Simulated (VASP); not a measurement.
**HgTe: relaxation of cell and atoms with PBEsol**

HgTe:

```
Hg Te
1.0
     0.00000    3.25801    3.25801
     3.25801    0.00000    3.25801
     3.25801    3.25801    0.00000
Hg Te
1 1
Cartesian
  0.0000 0.0000 0.0000
  1.6290 1.6290 1.6290
```

- Program: VASP 6.6.1
- Task: relaxation of cell and atoms
- Functional: PBEsol
- Potentials or basis: VASP PAW PBE potentials, release 64 (Hg, Te)
- Cutoff: 600 eV
- k mesh: 10 × 10 × 10
- Occupations: gaussian, width 0.03 eV
- Spin: no spin polarisation
- Further INCAR settings: ALGO = Normal; EDIFF = 1e-07; IBRION = 2; EDIFFG = -0.005; NSW = 90; ISIF = 3

```
Pressure after relaxing : 0.0 GPa
Band gap on the k mesh  : none (metal or under the smearing width)
```

Final structure:
```
CELL_PARAMETERS angstrom
0.00000 3.25801 3.25801
3.25801 0.00000 3.25801
3.25801 3.25801 0.00000
ATOMIC_POSITIONS crystal
Hg 0.00000 0.00000 0.00000
Te 0.25000 0.25000 0.25000
```

Levels at points of the mesh, in eV from the Fermi level:
```csv
k point,band 6,band 7,band 8,band 9,band 10,band 11,band 12,band 13
"(0.00, 0.00, 0.00)",-6.71,-0.87,-0.01,-0.01,-0.01,4.21,4.21,4.21
"(0.50, 0.00, 0.00)",-6.42,-5.39,-0.96,-0.96,0.63,4.99,4.99,6.72
"(0.50, 0.50, 0.00)",-6.29,-5.35,-2.20,-2.20,1.84,2.43,8.00,8.71
```

Wall time 38 s on 2 MPI ranks on Intel(R) Xeon(R) Platinum 8259CL CPU @ 2.50GHz (Skylake/Cascade Lake) (shared host), peak memory 0.26 GiB a rank.

Caveat: the relaxation stopped at its first step, so nothing moved; the PAW data sets were made with another functional, which shifts forces and pressure a little. The run has no spin-orbit coupling, so splittings on Hg, Te are missing.
